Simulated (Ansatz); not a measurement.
## How much do the gradients of PbF₂ depend on the method?

Cell: an entry of the Crystallography Open Database (COD), ions relaxed with PBE at fixed cell.

Space group Pnma (No. 62); a = 6.4400, b = 3.8990, c = 7.6510 Å.

| site | Wyckoff | site symmetry | x | y | z |
| --- | --- | --- | --- | --- | --- |
| Pb | 4c | .m. | 0.2557 | 0.2500 | 0.1050 |
| F5 | 4c | .m. | 0.8592 | 0.2500 | 0.0675 |
| F9 | 4c | .m. | 0.4750 | 0.2500 | 0.8440 |

One atom of each set is listed.

First run. Level of theory: DFT, PBE, plane waves and PAW, scalar-relativistic, 420 eV cutoff, Γ-centred 3×5×3 k-points, Fermi–Dirac smearing 0.02 eV (Ansatz 0.2.0).

```csv
site,V_zz (10²¹ V/m²),η
Pb,-3.91,0.49
F5,-1.86,0.49
F9,1.05,0.93
```

Second run. The same atoms and settings, except that spin–orbit coupling is included (fully relativistic PAW files).

Question: What does the second run give?

Answer: 

```
site   V_zz     η  change of V_zz
  Pb  -4.17  0.47           -0.26
  F5  -1.99  0.43           -0.13
  F9   1.26  0.83           +0.21
```

The largest change of V_zz is on Pb, from -3.91 to -4.17. In per cent, |V_zz| changes by +7 on Pb, +7 to +19 on F (all sites that start above 0.5).
